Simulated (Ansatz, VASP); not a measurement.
## Bi in VASP and in Ansatz

```
Bi
1.0
     2.27594    1.31401    3.94413
    -2.27594    1.31401    3.94413
     0.00000   -2.62803    3.94413
Bi
2
Cartesian
  0.0000 0.0000 2.7823
  0.0000 0.0000 9.0501
```

Alike in both runs: functional PBEsol; k mesh 10 × 10 × 10; occupations gaussian, width 0.05 eV; no spin polarisation.

Ansatz relaxed the structure, and its values are those at the end. VASP's run is a single point on that final structure, the one shown.

|  | VASP | Ansatz |
| --- | --- | --- |
| version | VASP 6.6.1 | Ansatz 0.2.0 |
| potentials or method | VASP PAW PBE potentials, release 64 (Bi_d) | scalar-relativistic, plane waves, PAW |
| plane-wave cutoff (eV) | 520 | 420 |
| valence electrons in the cell | 30 | 30 |

|  | VASP | Ansatz | Ansatz less VASP |
| --- | --- | --- | --- |
| gap on the k mesh at the Fermi level (eV) | none | none | - |
| pressure (GPa) | -1.0 | -1.0 | +0.07 |

A gap of «none» marks a metal or a gap that the smearing closes.

Caveats: the PAW data sets were made with another functional, which shifts forces and pressure a little (VASP); spin-orbit coupling is left out, which moves the levels of the heavy elements.
